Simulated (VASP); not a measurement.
Write the native input for VASP 6.6.1 that does the following.

```yaml
Task: single point
Functional: PBEsol
Potentials_or_basis: VASP PAW PBE potentials, release 64 (Be, Se)
Cutoff: 520 eV
k_mesh: 10 × 10 × 10
Occupations: gaussian, width 0.02 eV
Spin: no spin polarisation
Dipole_correction: no
Further_INCAR_settings: ALGO = Normal; EDIFF = 1e-06; NBANDS = 11
```

The structure of BeSe lies in POSCAR:

```
BeSe
1.0
    0.0000000000      2.5640592509      2.5640592509
    2.5640592509      0.0000000000      2.5640592509
    2.5640592509      2.5640592509      0.0000000000
Be Se
1 1
Direct
    0.0000000000      0.0000000000      0.0000000000
    0.2500000000      0.2500000000      0.2500000000
```

One way to write it, as run:

INCAR

```
PREC = Accurate
ENCUT = 520
EDIFF = 1E-6
ISMEAR = 0
SIGMA = 0.02
LREAL = F
LASPH = T
NELM = 100
ALGO = Normal
ISIF = 2
LWAVE = F
LCHARG = F
GGA = PS
NBANDS = 11
```

KPOINTS

```
regular mesh
0
Gamma
  10 10 10
```

Potentials or basis: VASP PAW PBE potentials, release 64 (Be, Se).

The run is started by

```console
$ cat potpaw_PBE.64/Be/POTCAR potpaw_PBE.64/Se/POTCAR > POTCAR
$ mpirun -np 1 vasp_std > vasp.out
```

It gave:

```json
{"Pressure": "0.4 GPa", "Band gap on the k mesh": "2.45 eV, indirect (least direct gap 4.29 eV)"}
```

Caveat: the PAW data sets were made with another functional, which shifts forces and pressure a little.

Wall time 8.3 s on 1 thread of Intel(R) Xeon(R) 6975P-C (Granite Rapids), with other jobs on the host, peak memory 0.16 GiB.
